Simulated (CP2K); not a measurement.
The system is HfC.

```
CELL_PARAMETERS angstrom
3.28805 0.00000 0.00000
1.64402 2.84753 0.00000
1.64402 0.94918 2.68468
ATOMIC_POSITIONS crystal
Hf 0.50000 0.50000 0.50000
C 0.00000 0.00000 0.00000
```

Program: CP2K 2026.2. Alike in all runs: task band structure; potentials or basis POTENTIAL_UZH Hf GTH-PBE-q12, C GTH-PBE-q4; TZVP-MOLOPT-PBE-GTH basis; no spin polarisation; cell as given; k mesh 10 × 10 × 10; smearing fermi-dirac 0.05 eV.

Q: Order these runs on this cell by their pressure, lowest first.
A. level vdW-DF2; cutoff of the non-local correlation (Ry) 300
B. level r2SCAN
C. level LDA
D. level rev-vdW-DF2; cutoff of the non-local correlation (Ry) 300
E. level PBEsol

A: C (-9.1 GPa), E (-6.5 GPa), D (-3.1 GPa), B (-0.9 GPa), A (9.3 GPa).

Caveats: the potentials were made for another functional, which shifts forces and pressure; the basis of atomic orbitals isn't converged, which shifts pressures, moduli and gaps.

Runs at the PBE level aren't shown here.
